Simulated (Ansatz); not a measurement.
## Relaxation of Al

The calculation used Ansatz 0.2.0, DFT PBEsol+D3(BJ), scalar-relativistic, plane waves, PAW. Run with 420 eV cutoff, 24×24×12 k-mesh, Gaussian smearing of 0.10 eV, no spin polarisation.

What was changed: biaxial strain in the a-b plane, c and atoms relaxed: -2.0 %.

Command:

```bash
ansatz run input.yaml --threads 1 --pin off --max-ram 2560MiB --backend cpu --events-out ev --progress --plain --runs-dir out
```

Input:

```yaml
crystal:
  lattice:
    - [2.7344540019, 0.0, 0.0]
    - [-1.367227001, 2.3681066312, 0.0]
    - [0.0, 0.0, 4.7036926882]
  atoms:
    - { symbol: Al, position: [0.6666666667, 0.3333333333, 0.75] }
    - { symbol: Al, position: [0.3333333333, 0.6666666667, 0.25] }
basis:
  ecutwfc: 420
kpoints:
  mp_grid: { grid: [24, 24, 12] }
hamiltonian:
  xc: pbesol
  dispersion: d3bj
scf:
  occupations: { method: gaussian, width: 0.1 }
output:
  forces: true
  stress: true
  eigenvalues: true
relax:
  adjacent_minimum: "off"
  f_tol: 0.008
  max_steps: 40
  cell: { stress_tol: 0.015, fix: [a, b, gamma] }
```

F is the free energy. Steps run on the plane waves of an earlier cell, but the last one, and at times one on the way, on a freshly chosen basis, so a repeated geometry can differ a little in energy. The held parts of the cell keep their stress, so P needn't end at zero.

Steps:

```tsv
step	F − F(1) (eV)	largest force component (eV/Å)	V (Å³/atom)	P (GPa)
1	0.0000	0.000	15.229	2.97
2	0.0000	0.000	15.216	3.04
3	0.0000	0.000	15.207	3.10
4	0.0000	0.000	15.207	3.09
```

Relaxed structure:

```xyz
2
Lattice="2.7345 0.0000 0.0000 -1.3672 2.3681 0.0000 0.0000 0.0000 4.6969" Properties=species:S:1:pos:R:3 pbc="T T T"
Al    1.3672    0.7894    3.5227
Al    0.0000    1.5787    1.1742
```

It takes space group P6_3/mmc (No. 194, hexagonal). The conventional cell has a = 2.734 Å, b = 2.734 Å, c = 4.697 Å, α = 90.00°, β = 90.00°, γ = 120.00°. Around Al (site symmetry -6m2) lie 12 Al at 2.73 to 2.83 Å.

The run converged. The run took 7.7 s on 1 thread of AMD EPYC 9R45 96-Core Processor (Zen 5), on a shared host, peak memory 0.46 GiB.